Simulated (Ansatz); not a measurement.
**Rh: enthalpy against pressure**

Rh, Fm-3m, a = 3.830 Å. Ansatz: PBE, PAW, 420 eV, Γ-centred 18×18×18 mesh on 1 atom, Gaussian smearing 0.10 eV; no spin polarisation. Cell and atoms are relaxed at each pressure, and no other structure is tried, so the rows at high pressure may lie past a change of phase. y is the enthalpy over the state at zero pressure; there V0 = 14.045 Å³/atom. The pressures are the targets, met within 0.03 GPa.

```tsv
P (GPa)	y (eV/atom)
-3.0	-0.2645
0.0	0.0000
3.0	0.2614
8.0	?
15.0	1.2802
30.0	2.5034
60.0	4.8212
```

Task: Fit y = c1 P + c2 P² + c3 P³ to the other rows, say what c1 and c2 mean, and predict the missing value.

Result: Least squares on the rows shown. y = 0.087550 P − 0.00015391 P² + 5.6609×10⁻⁷ P³. Since dH/dP = V, c1 is V0: 0.087550 eV/GPa × 160.2 = 14.026 Å³ against 14.045; c2 = −V0/(2B0) gives B0 = 284 GPa, where a Birch–Murnaghan fit to the volumes of the same runs (not shown) gives 257 GPa: a cubic over this range folds the higher terms into c2. At P = 8.0 the fit asked for gives 0.6908 eV/atom. The run gave 0.6908 eV/atom, the same to the digits shown.

The mesh isn't the same in all rows (18×18×18, 20×20×20).